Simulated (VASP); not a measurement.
## ZrO2: phonons with LDA

Crystal: ZrO2.

```
Zr O
1.0
     3.55997    0.00000    0.00000
     0.00000    3.55997    0.00000
     0.00000    0.00000    5.10881
Zr O
2 4
Cartesian
  0.0000 0.0000 0.0000
  1.7800 1.7800 2.5544
  0.0000 1.7800 1.0649
  0.0000 1.7800 3.6193
  1.7800 0.0000 1.4896
  1.7800 0.0000 4.0440
```

* Program: VASP 6.6.1
* Task: phonons
* Functional: LDA
* Potentials or basis: VASP PAW LDA potentials, release 64 (Zr_sv, O)
* Cutoff: 600 eV
* k mesh: 8 × 8 × 6
* Occupations: gaussian, width 0.03 eV
* Spin: no spin polarisation
* By perturbation theory: no
* Further INCAR settings: ALGO = Normal; EDIFF = 1e-08; IBRION = 6; POTIM = 0.015; NSW = 1

```json
{
 "Highest phonon frequency at Γ, LO-TO splitting left out": "663 cm⁻¹"
}
```

Phonon frequencies in cm⁻¹ (negative: imaginary):
| q point | frequencies |
| --- | --- |
| (0.000, 0.000, 0.000) | 0 0 0 145 145 151 151 262 325 334 441 441 466 466 599 649 649 663 |

Run time: 7.2 min on 2 MPI ranks on Intel(R) Xeon(R) 6975P-C (Granite Rapids) (shared host), peak memory 0.45 GiB a rank.
